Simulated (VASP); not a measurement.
# CdTe (F-43m) in VASP: a series of runs

CdTe is run at these levels: r2SCAN+rVV10, LDA, PBEsol; tasks: single point.

Program: VASP 6.6.1. These are calculated values, not measurements. Logs are shortened: lines on timing, memory, paths and dates and some standing lists are left out, and cuts for length are marked.

**What was measured.**

A printed reference work, data compilation reports, for a bulk crystal of CdTe at 0 K: band gap 1.607 eV.

The results are compared with them further down.

### Step 1. The cell of the first run

Symmetry: F-43m, No. 216, cubic system. The conventional cell has a = 6.410 Å, b = 6.410 Å, c = 6.410 Å, α = 90.00°, β = 90.00°, γ = 90.00°. Te (site symmetry -43m) has 4 Cd at 2.78 Å within 3.7 Å. Within 3.7 Å of Cd (site symmetry -43m) lie 4 Te at 2.78 Å.

### Step 2. Single point, r2SCAN+rVV10

POSCAR

```
CdTe
1.0
    0.0000000000      3.2050000000      3.2050000000
    3.2050000000      0.0000000000      3.2050000000
    3.2050000000      3.2050000000      0.0000000000
Te Cd
1 1
Direct
    0.7500000000      0.7500000000      0.7500000000
    0.0000000000      0.0000000000      0.0000000000
```

INCAR.step1

```
PREC     = Accurate       # precision mode
ENCUT    = 520            # plane-wave cutoff, eV
ISMEAR   = 0              # smearing method
SIGMA    = 0.01           # smearing width, eV
LREAL    = False          # projectors in reciprocal space
LASPH    = True           # aspherical terms in the spheres
NELM     = 80             # most SCF steps
NBANDS   = 16             # bands
GGA      = PE             # functional
ALGO     = Normal         # electronic algorithm
EDIFF    = 1E-4           # SCF threshold, eV
LWAVE    = True           # write WAVECAR
LCHARG   = False          # write CHGCAR
```

INCAR.step2

```
PREC     = Accurate       # precision mode
ENCUT    = 520            # plane-wave cutoff, eV
EDIFF    = 1E-6           # SCF threshold, eV
ISMEAR   = 0              # smearing method
SIGMA    = 0.01           # smearing width, eV
LREAL    = False          # projectors in reciprocal space
LASPH    = True           # aspherical terms in the spheres
NELM     = 80             # most SCF steps
ALGO     = Normal         # electronic algorithm
ISIF     = 2              # what is computed and relaxed
LWAVE    = False          # write WAVECAR
LCHARG   = False          # write CHGCAR
METAGGA  = R2SCAN         # meta-GGA
LMIXTAU  = True         
LUSE_VDW = True         
IVDW_NL  = 2            
BPARAM   = 11.95        
CPARAM   = 0.0093       
NBANDS   = 16             # bands
ISTART   = 1
```

KPOINTS

```
Automatic mesh
0
Gamma
  7 7 7
```

Potentials or basis: VASP PAW PBE potentials, release 64 (Te, Cd).

On the command line:

```
$ cat potpaw_PBE.64/Te/POTCAR potpaw_PBE.64/Cd/POTCAR > POTCAR
$ cp INCAR.step1 INCAR
$ mpirun -np 1 vasp_std > vasp.out
$ cp INCAR.step2 INCAR
$ mpirun -np 1 vasp_std > vasp.out
```

OUTCAR:

```text
PREC = Accurate
   ENCUT = 520
   EDIFF = 1E-6
   ISMEAR = 0
   LREAL = False
   LASPH = True
   NELM = 80
   ISIF = 2
   METAGGA = R2SCAN
   IVDW_NL = 2
   BPARAM = 11.95
   ISTART = 1

 ion  position               nearest neighbor table
   1  0.750  0.750  0.750-   2 2.78   2 2.78   2 2.78   2 2.78
   2  0.000  0.000  0.000-   1 2.78   1 2.78   1 2.78   1 2.78

  LATTYP: Found a face centered cubic cell.
 ALAT       =     6.4100000000

  Lattice vectors:

 A1 = (   0.0000000000,   3.2050000000,   3.2050000000)
 A2 = (   3.2050000000,   0.0000000000,   3.2050000000)
 A3 = (   3.2050000000,   3.2050000000,   0.0000000000)

Analysis of symmetry for initial positions (statically):
=====================================================================
 Subroutine PRICEL returns:
 Original cell was already a primitive cell.

 Routine SETGRP: Setting up the symmetry group for a
 face centered cubic supercell.

 Subroutine GETGRP returns: Found 24 space group operations
 (whereof 24 operations were pure point group operations)
 out of a pool of 48 trial point group operations.

The static configuration has the point symmetry T_d .

Analysis of symmetry for dynamics (positions and initial velocities):
=====================================================================
 Subroutine PRICEL returns:
 Original cell was already a primitive cell.

 Routine SETGRP: Setting up the symmetry group for a
 face centered cubic supercell.

 Subroutine GETGRP returns: Found 24 space group operations
 (whereof 24 operations were pure point group operations)
 out of a pool of 48 trial point group operations.

The dynamic configuration has the point symmetry T_d .

 Subroutine INISYM returns: Found 24 space group operations
 (whereof 24 operations are pure point group operations),
 and found     1 'primitive' translations

----------------------------------------------------------------------------------------

                                     Primitive cell

  volume of cell :      65.8437

  direct lattice vectors                    reciprocal lattice vectors
     0.000000000  3.205000000  3.205000000    -0.156006240  0.156006240  0.156006240
     3.205000000  0.000000000  3.205000000     0.156006240 -0.156006240  0.156006240
     3.205000000  3.205000000  0.000000000     0.156006240  0.156006240 -0.156006240

  length of vectors
     4.532554467  4.532554467  4.532554467     0.270210734  0.270210734  0.270210734

  position of ions in fractional coordinates (direct lattice)
     0.750000000  0.750000000  0.750000000
     0.000000000  0.000000000  0.000000000

  ion indices of the primitive-cell ions
   primitive index   ion index
                 1           1
                 2           2

----------------------------------------------------------------------------------------

 KPOINTS: Automatic mesh

Automatic generation of k-mesh.
 Grid dimensions read from file:
 generate k-points for:    7    7    7

 Generating k-lattice:

  Cartesian coordinates                     Fractional coordinates (reciprocal lattice)
    -0.022286606  0.022286606  0.022286606     0.142857143  0.000000000  0.000000000
     0.022286606 -0.022286606  0.022286606     0.000000000  0.142857143  0.000000000
     0.022286606  0.022286606 -0.022286606     0.000000000  0.000000000  0.142857143

  Length of vectors
     0.038601533  0.038601533  0.038601533

  Shift w.r.t. Gamma in fractional coordinates (k-lattice)
     0.000000000  0.000000000  0.000000000

 Subroutine IBZKPT returns following result:
 ===========================================

 Found     20 irreducible k-points:

 Following reciprocal coordinates:
            Coordinates               Weight
  0.000000  0.000000  0.000000      1.000000
  0.142857  0.000000  0.000000      8.000000
  0.285714  0.000000  0.000000      8.000000
  0.428571  0.000000  0.000000      8.000000
  0.142857  0.142857  0.000000      6.000000
  0.285714  0.142857  0.000000     24.000000
[... 12 lines left out ...]
 -0.428571  0.428571  0.142857     24.000000
 -0.285714  0.428571  0.142857     24.000000
   k-points           NKPTS =     20   k-points in BZ     NKDIM =     20   number of bands    NBANDS=     16
   number of dos      NEDOS =    301   number of ions     NIONS =      2
   total plane-waves  NPLWV =  46656
   dimension x,y,z NGX =    36 NGY =   36 NGZ =   36
   dimension x,y,z NGXF=    72 NGYF=   72 NGZF=   72
   ions per type =               1   1
   NGX,Y,Z   is equivalent  to a cutoff of  13.20, 13.20, 13.20 a.u.
   NGXF,Y,Z  is equivalent  to a cutoff of  26.41, 26.41, 26.41 a.u.
 SYSTEM =  unknown system
   PREC   = accura    normal or accurate (medium, high low for compatibility)
   ISTART =      1    job   : 0-new  1-cont  2-samecut
   ICHARG =      0    charge: 1-file 2-atom 10-const
   ISPIN  =      1    spin polarized calculation?
   LNONCOLLINEAR =      F non collinear calculations
   LSORBIT =      F    spin-orbit coupling
   LASPH  =      T    aspherical Exc in radial PAW
   ENCUT  =  520.0 eV  38.22 Ry    6.18 a.u.   8.43  8.43  8.43*2*pi/ulx,y,z
   NELM   =     80;   NELMIN=  2; NELMDL=  0     # of ELM steps
   EDIFF  = 0.1E-05   stopping-criterion for ELM
   LREAL  =      F    real-space projection
   EDIFFG = 0.1E-04   stopping-criterion for IOM
   NSW    =      0    number of steps for IOM
   IBRION =     -1    ionic relax: 0-MD 1-quasi-New 2-CG
   NFREE  =      0    steps in history (QN), initial steepest desc. (CG)
   ISIF   =      2    stress and relaxation
   ISYM   =      2    0-nonsym 1-usesym 2-fastsym
   POTIM  = 0.5000    time-step for ionic-motion
   TEBEG  =    0.0;   TEEND  =   0.0 temperature during run
   PSTRESS=    0.0 pullay stress
   NELECT =      18.0000    total number of electrons
   NUPDOWN=      -1.0000    fix difference up-down
   EMIN   =  10.00;   EMAX   =-10.00  energy-range for DOS
   EFERMI =   0.00;   METHOD = LEGACY
   ISMEAR =     0;   SIGMA  =   0.01  broadening in eV -4-tet -1-fermi 0-gaus
   EFERMI_NEDOS =   21; number of points for ismear=-14 and -15
   IALGO  =     38    algorithm
   IMIX   =      4    mixing-type and parameters
     AMIX     =   0.40;   BMIX     =  1.00
     AMIX_MAG =   1.60;   BMIX_MAG =  1.00
  volume/ion in A,a.u.               =      32.92       222.17
  Fermi-wavevector in a.u.,A,eV,Ry     =   1.062497  2.007828 15.359610  1.128899
  Thomas-Fermi vector in A             =   2.197950
   LORBIT       =      0    0 simple, 1 ext, 2 COOP (PROOUT), +10 PAW based schemes
   METAGGA = R2SCAN    functional components
   LHFCALC =     F    Hartree Fock is set to
   AEXX    =    0.0000 exact exchange contribution
   IVDW_NL    =     2    kernel type
   BPARAM     =11.9500
   IVDW    =     0    specifies the selected vdW correction
   LEPSILON=     F    determine dielectric tensor
   LRPA    =     F    only Hartree local field effects (RPA)
 non-spin polarized calculation
 Gauss-broadening in eV      SIGMA  =   0.01
  energy-cutoff  :      520.00
  volume of cell :       65.84
 maximum number of plane-waves:      1807
 NGX is ok and might be reduce to    36
   NGX = 17   NGY = 17   NGZ = 17

 number of electron      17.9999995 magnetization

 Free energy of the ion-electron system (eV)
  ---------------------------------------------------
  ext. energy  EPLUGINS =         0.00000000
  ---------------------------------------------------
  free energy    TOTEN  =       -45.97429967 eV

  energy without entropy =      -45.97429967  energy(sigma->0) =      -45.97429967

 E-fermi :   2.5097     XC(G=0):  -9.3335

 val. band max:        2.4006810863   @ k =   0.0000   0.0000   0.0000
 cond. band min:       3.7392107437   @ k =   0.0000   0.0000   0.0000
 fundamental gap:      1.3385296574
 Fermi energy:         2.5096858165

 k-point     1 :       0.0000    0.0000    0.0000
  band No.  band energies     occupation
      1      -9.3401      2.00000
      2      -6.2706      2.00000
      3      -6.2705      2.00000
      4      -6.2705      2.00000
      5      -5.9566      2.00000
      6      -5.9566      2.00000
[... 8 lines left out ...]
     15      12.2639      0.00000
     16      12.2639      0.00000

 k-point     2 :       0.1429    0.0000    0.0000
  band No.  band energies     occupation
      1      -9.2552      2.00000
      2      -6.2538      2.00000
      3      -6.2538      2.00000
      4      -6.2035      2.00000
      5      -5.9578      2.00000
      6      -5.9578      2.00000
[... 8 lines left out ...]
     15      11.3843      0.00000
     16      11.3843      0.00000

 k-point     3 :       0.2857    0.0000    0.0000
  band No.  band energies     occupation
      1      -9.0638      2.00000
      2      -6.2199      2.00000
      3      -6.2199      2.00000
      4      -5.9713      2.00000
      5      -5.9558      2.00000
      6      -5.9558      2.00000
[... 8 lines left out ...]
     15      11.4293      0.00000
     16      11.4293      0.00000

 k-point     4 :       0.4286    0.0000    0.0000
  band No.  band energies     occupation
      1      -8.9130      2.00000
      2      -6.1978      2.00000
      3      -6.1978      2.00000
      4      -5.9482      2.00000
      5      -5.9482      2.00000
      6      -5.6291      2.00000
[... 8 lines left out ...]
     15      12.7828      0.00000
     16      12.7828      0.00000

 k-point     5 :       0.1429    0.1429    0.0000
  band No.  band energies     occupation
      1      -9.2271      2.00000
      2      -6.2375      2.00000
      3      -6.2375      2.00000
      4      -6.2042      2.00000
      5      -5.9652      2.00000
      6      -5.9499      2.00000
[... 8 lines left out ...]
     15      11.7693      0.00000
     16      12.4499      0.00000

 k-point     6 :       0.2857    0.1429    0.0000
  band No.  band energies     occupation
      1      -9.0719      2.00000
      2      -6.2119      2.00000
      3      -6.2009      2.00000
      4      -6.0552      2.00000
      5      -5.9447      2.00000
      6      -5.9444      2.00000
[... 8 lines left out ...]
     15      12.3593      0.00000
     16      12.4236      0.00000
[... 191 lines left out ...]
 k-point    17 :       0.4286    0.2857    0.1429
  band No.  band energies     occupation
      1      -8.9324      2.00000
      2      -6.1782      2.00000
      3      -6.1654      2.00000
      4      -6.0109      2.00000
      5      -5.9428      2.00000
      6      -5.7659      2.00000
[... 8 lines left out ...]
     15      13.4081      0.00000
     16      13.8970      0.00000

 k-point    18 :      -0.4286    0.2857    0.1429
  band No.  band energies     occupation
      1      -8.8246      2.00000
      2      -6.1581      2.00000
      3      -6.1454      2.00000
      4      -5.9867      2.00000
      5      -5.9485      2.00000
      6      -5.4752      2.00000
[... 8 lines left out ...]
     15      13.0005      0.00000
     16      13.8340      0.00000

 k-point    19 :      -0.4286    0.4286    0.1429
  band No.  band energies     occupation
      1      -8.7786      2.00000
      2      -6.1188      2.00000
      3      -6.1156      2.00000
      4      -6.0239      2.00000
      5      -5.9364      2.00000
      6      -5.4040      2.00000
[... 8 lines left out ...]
     15      13.8351      0.00000
     16      14.7049      0.00000

 k-point    20 :      -0.2857    0.4286    0.1429
  band No.  band energies     occupation
      1      -8.7679      2.00000
      2      -6.1333      2.00000
      3      -6.1178      2.00000
      4      -5.9943      2.00000
      5      -5.9531      2.00000
      6      -5.3247      2.00000
[... 8 lines left out ...]
     15      13.1886      0.00000
     16      15.1794      0.00000

------------------------ aborting loop because EDIFF is reached ----------------------------------------

  FORCE on cell =-STRESS in cart. coord.  units (eV):
  Direction    XX          YY          ZZ          XY          YZ          ZX
  --------------------------------------------------------------------------------------
  -------------------------------------------------------------------------------------
  Total        1.1018722      1.1018722      1.1018722      0.0000000      0.0000000      0.0000000
  in kB       26.8119063     26.8119063     26.8119063      0.0000000      0.0000000      0.0000000
  external PRESSURE =      26.8119063 kB  Pullay stress =       0.0000000 kB

 VOLUME and BASIS-vectors are now :
 -----------------------------------------------------------------------------
  energy-cutoff  :      520.00
  volume of cell :       65.84
      direct lattice vectors                 reciprocal lattice vectors
     0.000000000  3.205000000  3.205000000    -0.156006240  0.156006240  0.156006240
     3.205000000  0.000000000  3.205000000     0.156006240 -0.156006240  0.156006240
     3.205000000  3.205000000  0.000000000     0.156006240  0.156006240 -0.156006240

 POSITION                                       TOTAL-FORCE (eV/Angst)
 -----------------------------------------------------------------------------------
      4.80750      4.80750      4.80750        -0.000000      0.000000     -0.000000
      0.00000      0.00000      0.00000         0.000000     -0.000000      0.000000
 -----------------------------------------------------------------------------------
    total drift:                                0.000002      0.000002      0.000002

  FREE ENERGIE OF THE ION-ELECTRON SYSTEM (eV)
  ---------------------------------------------------
  free  energy   TOTEN  =       -45.9742996709 eV

  energy  without entropy=      -45.9742996709  energy(sigma->0) =      -45.97429967
```

Run time: 7 min. Hardware: 1 thread of AMD EPYC 7R13, shared host; peak memory 0.4 GiB.

Results:

```yaml
Free_energy: -45.9743 eV
Pressure: 2.7 GPa
Band_gap_on_the_k_mesh: 1.34 eV, direct
```

Caveat: the PAW data sets were made with another functional, which shifts forces and pressure a little; spin-orbit coupling is left out, which moves the levels of the heavy elements.

### Step 3. Single point, LDA, collinear spin, ferromagnetic start

INCAR

```
ALGO = Normal
EDIFF = 1E-6
ENCUT = 520
ISIF = 2
ISMEAR = -5
ISPIN = 2
LASPH = T
LCHARG = F
LORBIT = 11
LREAL = F
LWAVE = F
MAGMOM = 0.06 0
NBANDS = 20
NELM = 150
PREC = Accurate
SIGMA = 0.05
```

KPOINTS

```
k-points
0
Gamma
  7 7 7
```

POSCAR is that of step 2.

Potentials or basis: VASP PAW LDA potentials, release 64 (Te, Cd).

On the command line:

```
$ cat potpaw_LDA.64/Te/POTCAR potpaw_LDA.64/Cd/POTCAR > POTCAR
$ mpirun -np 1 vasp_std > vasp.out
```

Wall time 96 s (1 thread of AMD EPYC 7R13, shared host); peak memory 0.21 GiB.

It converged, with:

- Free energy: -6.0491 eV
- Pressure: 0.3 GPa
- Band gap on the k mesh: 0.65 eV, direct
- Net moment: 0.00 μB per cell
- Valence electrons inside the program's atomic spheres: Te 3.45; Cd 10.35

Levels at points of the mesh, in eV from the valence-band top:
Spin up:
| k point | band 6 | band 7 | band 8 | band 9 | band 10 | band 11 | band 12 | band 13 |
| --- | --- | --- | --- | --- | --- | --- | --- | --- |
| (0.00, 0.00, 0.00) | -8.12 | 0.00 | 0.00 | 0.00 | 0.65 | 4.48 | 4.48 | 4.48 |
Spin down:
```tsv
k point	band 5	band 6	band 7	band 8	band 9	band 10	band 11	band 12	band 13	band 14
(0.00, 0.00, 0.00)	-8.12	-8.12	0.00	0.00	0.00	0.65	4.48	4.48	4.48	7.26
```

Caveat: spin-orbit coupling is left out, which moves the levels of the heavy elements.

(Part 1 of 2 ends here.)
